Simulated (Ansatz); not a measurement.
PbSe, one structure, two calculations

Cell: a computed structure from the Materials Project (it need not be an observed phase) whose atoms were relaxed with PBE, the cell held.

Space group Pnma (No. 62); a = 13.2198, b = 4.4565, c = 4.4152 Å.

```
site  Wyckoff  site symmetry       x       y       z
  Pb       4c            .m.  0.8597  0.7500  0.7456
  Se       4c            .m.  0.6366  0.7500  0.7498
```

One atom of each set is listed.

First run. Level of theory: DFT, PBE, plane waves and PAW, scalar-relativistic, 420 eV cutoff, Γ-centred 3×8×8 k-points, Fermi–Dirac smearing 0.01 eV (Ansatz 0.2.0).

```json
{"site": "Pb", "V_zz (10²¹ V/m²)": "-2.39", "η": "0.15"}
{"site": "Se", "V_zz (10²¹ V/m²)": "-0.57", "η": "0.43"}
```

Second run. The same atoms and settings, except that the functional is r2SCAN and the cutoff is 500 eV.

Problem. What does the second run give?

Solution. 

```json
{"site": "Pb", "V_zz": "-3.66", "η": "0.09", "change of V_zz": "-1.27"}
{"site": "Se", "V_zz": "0.83", "η": "0.88", "change of V_zz": "–"}
```

The largest change of V_zz along a kept axis is on Pb, from -2.39 to -3.66. In per cent, |V_zz| changes by +53 on Pb (all sites that start above 0.5, bar those whose gradient vanishes or changes sign or whose main axis turns by over 40°). On Se the largest principal value lies along another axis in the second run, so the two V_zz can't be compared directly.

For the first run: Spin–orbit coupling is left out, which shifts gradients on Pb by a few per cent in wide-gap crystals, and can shift them far more where the calculated gap is small or absent, as here. With a gap of 1.0 eV on this mesh, small gradients can still move by 0.1 × 10²¹ V/m² or more as the k-mesh gets denser.
For the second run: Spin–orbit coupling is left out, which shifts gradients on Pb by a few per cent, and by more where contributions nearly cancel.
